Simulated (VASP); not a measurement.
# Br (Cmce) in VASP: settings compared, part 2 of 2

VASP 6.6.1. Earlier steps stand in the parts before.

### Step 3. Relaxation of cell and atoms, r2SCAN, target pressure 72 GPa, at which the enthalpy is minimised

This run uses another cell than the first one, of 15.47 Å³/atom, 1.013 times its volume.

INCAR

```
SYSTEM = Br
  ALGO = Normal
  EDIFF = 1E-7
  EDIFFG = -0.005
  ENCUT = 600
  IBRION = 2
  ISIF = 3
  ISMEAR = 0
  LASPH = .True.
  LCHARG = .False.
  LMIXTAU = .True.
  LREAL = .False.
  LWAVE = .False.
  METAGGA = R2SCAN
  NELM = 80
  NSW = 90
  PREC = Accurate
  PSTRESS = 720.0
  SIGMA = 0.03
```

KPOINTS

```
k-points
0
Gamma
  10 10 4
  0 0 0
```

POSCAR

```
Br                                      
1.0
    2.4629103306     -1.6540571772      0.0000000000
    2.4629103306      1.6540571772     -0.0000000000
    0.0000000000     -0.0000000000      7.5952472603
  Br            
     4
Direct
     0.2037309051553391    0.7962690948446610    0.6237760661906437
     0.7962690948446610    0.2037309051553391    0.3762239338093561
     0.2962690948446609    0.7037309051553390    0.1237760661906439
     0.7037309051553390    0.2962690948446609    0.8762239338093563
```

Potentials or basis: VASP PAW PBE potentials, release 64 (Br).

The run is started by

```console
> cat potpaw_PBE.64/Br/POTCAR > POTCAR
> mpirun -np 1 vasp_std > vasp.out
```

Wall time 9.8 min (1 thread of Intel Xeon Platinum 8488C (Sapphire Rapids), shared host); peak memory 0.26 GiB.

It converged, with:

| Item | Value |
| --- | --- |
| Free energy | -46.0090 eV |
| Relaxed volume | 15.47 Å³/atom |
| Relaxed cell | a = 2.967 Å, b = 2.967 Å, c = 7.596 Å, α = 90.00°, β = 90.00°, γ = 67.76° |
| Space group after relaxing (to 0.05 Å) | Cmce (No. 64) |
| Energy change on relaxing (the enthalpy is what falls) | -1.2 meV/atom |
| Ionic steps | 3 |
| Pressure after relaxing | 72.0 GPa |
| Band gap on the k mesh | none (metal or under the smearing width) |

The path:
```tsv
step	energy change (eV)	largest force (eV/Å)	pressure (GPa)	volume (Å³)
1	0.0000	0.0094	72.03	61.88
2	-0.0112	0.0090	71.92	61.91
3	-0.0050	0.0015	71.98	61.89
```

Final structure:
```
Br
1.0
     2.46311   -1.65405    0.00000
     2.46311    1.65405    0.00000
     0.00000    0.00000    7.59603
Br
4
Direct
  0.20374 0.79626 0.62375
  0.79626 0.20374 0.37625
  0.29626 0.70374 0.12375
  0.70374 0.29626 0.87625
```

Levels at points of the mesh, in eV from the Fermi level:
```csv
k point,band 12,band 13,band 14,band 15,band 16,band 17
"(0.00, 0.00, 0.00)",-0.68,-0.60,-0.29,2.07,3.32,4.32
"(0.50, 0.00, 0.00)",-2.91,-2.16,-2.16,3.26,3.26,5.62
"(0.50, 0.50, 0.00)",-3.83,-3.62,-3.18,0.37,1.58,2.94
"(0.00, 0.00, 0.50)",-0.59,-0.43,-0.43,1.83,1.83,5.65
"(0.50, 0.00, 0.50)",-3.05,-0.34,-0.34,0.57,0.57,6.69
"(0.50, 0.50, 0.50)",-5.16,-2.72,-2.72,-0.05,-0.05,4.94
```

Caveat: the cell is relaxed towards a set pressure, so the enthalpy falls and the energy may rise; the PAW data sets were made with another functional, which shifts forces and pressure a little.

### Step 4. Relaxation of cell and atoms, PBE, target pressure 72 GPa, at which the enthalpy is minimised

INCAR

```
PREC = Accurate
ENCUT = 600
EDIFF = 1E-6
ISMEAR = 0
SIGMA = 0.03
LREAL = F
LASPH = T
NELM = 80
ALGO = Normal
ISIF = 3
LWAVE = F
LCHARG = F
GGA = PE
IBRION = 2
NSW = 90
EDIFFG = -0.01
PSTRESS = 720.0
```

KPOINTS

```
regular mesh
0
Gamma
  10 10 4
```

POSCAR

```
Br
1.0
    2.4335000000     -1.6541500000      0.0000000000
    2.4335000000      1.6541500000      0.0000000000
    0.0000000000      0.0000000000      7.5901000000
Br
4
Direct
    0.1950000000      0.8050000000      0.6228400000
    0.8050000000      0.1950000000      0.3771600000
    0.3050000000      0.6950000000      0.1228400000
    0.6950000000      0.3050000000      0.8771600000
```

The run is started by

```console
> cat potpaw_PBE.64/Br/POTCAR > POTCAR
> mpirun -np 1 vasp_std > vasp.out
```

Run time: 14 min. Hardware: 1 thread of AMD EPYC 9R45 (Zen 5), shared host; peak memory 0.23 GiB.

Results (log left out):

- Free energy: 0.9815 eV
- Relaxed volume: 15.17 Å³/atom
- Relaxed cell: a = 2.946 Å, b = 2.946 Å, c = 7.395 Å, α = 90.00°, β = 90.00°, γ = 71.09°
- Space group after relaxing (to 0.05 Å): Cmce (No. 64)
- Energy change on relaxing (the enthalpy is what falls): +20.2 meV/atom
- Ionic steps: 35
- Pressure after relaxing: 72.0 GPa
- Largest force after relaxing: 0.005 eV/Å
- Band gap on the k mesh: none (metal or under the smearing width)

Forces on the atoms (eV/Å):
```
Br   0.000 -0.003 -0.004
Br   0.000  0.003  0.004
Br   0.000  0.003 -0.004
Br   0.000 -0.003  0.004
```

Stress tensor (GPa, compression positive):
```
71.90  0.00  0.00
 0.00 71.97  0.00
 0.00  0.00 71.98
```

Step by step:
| step | energy change (eV) | largest force (eV/Å) | pressure (GPa) | volume (Å³) |
| --- | --- | --- | --- | --- |
| 1 | 0.0000 | 0.6758 | 74.68 | 61.11 |
| 2 | -0.9910 | 0.5358 | 62.36 | 63.39 |
| 3 | -0.4072 | 0.3192 | 69.70 | 61.96 |
| 4 | -0.0010 | 0.4263 | 73.48 | 61.01 |
| 5 | -0.0623 | 0.3803 | 72.94 | 61.15 |
| 6 | -0.1049 | 0.1579 | 72.03 | 61.20 |
| 7 | -0.1318 | 0.2913 | 71.34 | 61.25 |
| 8 | -0.0349 | 0.2335 | 71.87 | 61.02 |
| 9 | 0.0621 | 0.1842 | 72.45 | 60.79 |
| 10 | -0.0362 | 0.0476 | 71.35 | 61.00 |
| 11 | -0.0532 | 0.0827 | 71.16 | 61.04 |
| 12 | 0.0713 | 0.1153 | 72.57 | 60.75 |
| 13 | 0.1514 | 0.1420 | 73.50 | 60.58 |
| 14 | 0.1479 | 0.1331 | 73.46 | 60.58 |
| 15 | 0.1401 | 0.1113 | 73.34 | 60.59 |
| 16 | 0.1349 | 0.0833 | 73.19 | 60.59 |
| 17 | 0.0186 | 0.0424 | 71.68 | 60.84 |
| 18 | -0.0034 | 0.0348 | 71.39 | 60.89 |
| 19 | 0.0440 | 0.0264 | 71.79 | 60.78 |
| 20 | 0.0842 | 0.0230 | 72.13 | 60.69 |
| 21 | 0.0900 | 0.0232 | 72.16 | 60.68 |
| 22 | 0.0761 | 0.0197 | 71.99 | 60.71 |
| 23 | 0.0586 | 0.0161 | 71.76 | 60.75 |
| 24 | 0.0639 | 0.0160 | 71.81 | 60.74 |
| 25 | 0.0802 | 0.0172 | 71.97 | 60.70 |
| 26 | 0.1131 | 0.0236 | 72.29 | 60.63 |
| 27 | 0.1020 | 0.0210 | 72.17 | 60.65 |
| 28 | 0.0840 | 0.0161 | 71.97 | 60.69 |
| 29 | 0.0866 | 0.0169 | 71.99 | 60.68 |
| 30 | 0.0869 | 0.0143 | 72.01 | 60.68 |
| 31 | 0.0880 | 0.0135 | 72.06 | 60.68 |
| 32 | 0.0884 | 0.0163 | 72.07 | 60.68 |
| 33 | 0.0786 | 0.0106 | 71.97 | 60.70 |
| 34 | 0.0713 | 0.0065 | 71.88 | 60.72 |
| 35 | 0.0809 | 0.0048 | 71.95 | 60.70 |

Final structure:
```xyz
4
Lattice="2.3967 -1.7124 0.0000 2.3967 1.7124 0.0000 0.0000 0.0000 7.3948" Properties=species:S:1:pos:R:3 pbc="T T T"
Br    2.3967    0.9258    4.6204
Br    2.3967   -0.9258    2.7745
Br    2.3967    0.7866    0.9230
Br    2.3967   -0.7866    6.4719
```

Levels at points of the mesh, in eV from the Fermi level:
| k point | band 10 | band 11 | band 12 | band 13 | band 14 | band 15 | band 16 | band 17 | band 18 |
| --- | --- | --- | --- | --- | --- | --- | --- | --- | --- |
| (0.00, 0.00, 0.00) | -2.51 | -1.12 | -0.33 | -0.25 | 0.18 | 2.36 | 2.84 | 3.20 | 5.66 |
| (0.50, 0.00, 0.00) | -4.85 | -2.29 | -2.29 | -1.89 | -1.89 | 3.24 | 3.24 | 5.39 | 5.39 |
| (0.50, 0.50, 0.00) | -5.30 | -4.98 | -4.08 | -4.04 | -2.56 | 0.10 | 0.72 | 2.43 | 4.25 |
| (0.00, 0.00, 0.50) | -0.86 | 0.04 | 0.04 | 0.09 | 0.09 | 1.15 | 1.15 | 4.64 | 4.64 |
| (0.50, 0.00, 0.50) | -2.78 | -2.67 | -2.67 | 0.18 | 0.18 | 0.58 | 0.58 | 6.65 | 6.65 |
| (0.50, 0.50, 0.50) | -5.64 | -4.71 | -4.71 | -2.46 | -2.46 | -1.16 | -1.16 | 4.79 | 4.79 |

Caveat: the cell is relaxed towards a set pressure, so the enthalpy falls and the energy may rise.

### Step 5. Relaxation of cell and atoms, PBE, target pressure 72 GPa, at which the enthalpy is minimised

This run uses another cell than the first one, of 15.17 Å³/atom, 0.993 times its volume.

Edit INCAR of step 4 so:

```diff
@@ -2,3 +2,3 @@
 ENCUT = 600
-EDIFF = 1E-6
+EDIFF = 1E-7
 ISMEAR = 0
@@ -15,3 +15,3 @@
 NSW = 90
-EDIFFG = -0.01
+EDIFFG = -0.005
 PSTRESS = 720.0
```

KPOINTS is that of step 4.

POSCAR

```
Br                                      
1.0
    2.3966715009     -1.7123728689     -0.0000000000
    2.3966715009      1.7123728689      0.0000000000
    0.0000000000      0.0000000000      7.3948436089
  Br            
     4
Direct
     0.2296829942931911    0.7703170057068087    0.6248120996059571
     0.7703170057068087    0.2296829942931911    0.3751879003940426
     0.2703170057068091    0.7296829942931913    0.1248120996059574
     0.7296829942931913    0.2703170057068091    0.8751879003940429
```

The run is started by

```console
> cat potpaw_PBE.64/Br/POTCAR > POTCAR
> mpirun -np 1 vasp_std > vasp.out
```

Run time: 81 s. Hardware: 1 thread of AMD EPYC 9R45 (Zen 5), shared host; peak memory 0.21 GiB.

The run converged. Its results:

```
Free energy                                            : 0.9875 eV
Relaxed volume                                         : 15.17 Å³/atom
Relaxed cell                                           : a = 2.945 Å, b = 2.945 Å, c = 7.395 Å, α = 90.00°, β = 90.00°, γ = 71.10°
Space group after relaxing (to 0.05 Å)                 : Cmce (No. 64)
Energy change on relaxing (the enthalpy is what falls) : +1.5 meV/atom
Ionic steps                                            : 3
Pressure after relaxing                                : 72.0 GPa
Largest force after relaxing                           : 0.003 eV/Å
Band gap on the k mesh                                 : none (metal or under the smearing width)
```

Forces in eV/Å, atoms in the order of the input:
```
Br   0.000 -0.003  0.000
Br   0.000  0.003  0.000
Br   0.000  0.003  0.000
Br   0.000 -0.003  0.000
```

Step by step:
| step | energy change (eV) | largest force (eV/Å) | pressure (GPa) | volume (Å³) |
| --- | --- | --- | --- | --- |
| 1 | 0.0000 | 0.0048 | 71.97 | 60.70 |
| 2 | 0.0128 | 0.0048 | 72.06 | 60.67 |
| 3 | 0.0060 | 0.0030 | 72.03 | 60.68 |

Final structure:
```cif
data_structure
_symmetry_space_group_name_H-M 'P 1'
_symmetry_Int_Tables_number 1
_cell_length_a 2.9452
_cell_length_b 2.9452
_cell_length_c 7.3948
_cell_angle_alpha 90.000
_cell_angle_beta 90.000
_cell_angle_gamma 71.096
_cell_volume 60.68
loop_
_atom_site_label
_atom_site_type_symbol
_atom_site_fract_x
_atom_site_fract_y
_atom_site_fract_z
_atom_site_occupancy
Br1 Br 0.22970 0.77030 0.62480 1
Br2 Br 0.77030 0.22970 0.37520 1
Br3 Br 0.27030 0.72970 0.12480 1
Br4 Br 0.72970 0.27030 0.87520 1
```

Levels at points of the mesh, in eV from the Fermi level:
```
           k point  band 12  band 13  band 14  band 15  band 16  band 17
(0.00, 0.00, 0.00)    -0.33    -0.25     0.18     2.36     2.84     3.20
(0.50, 0.00, 0.00)    -2.29    -1.89    -1.89     3.24     3.24     5.40
(0.50, 0.50, 0.00)    -4.08    -4.04    -2.56     0.10     0.72     2.43
(0.00, 0.00, 0.50)     0.04     0.10     0.10     1.15     1.15     4.64
(0.50, 0.00, 0.50)    -2.67     0.18     0.18     0.58     0.58     6.65
(0.50, 0.50, 0.50)    -4.71    -2.46    -2.46    -1.16    -1.16     4.79
```

Caveat: the cell is relaxed towards a set pressure, so the enthalpy falls and the energy may rise.
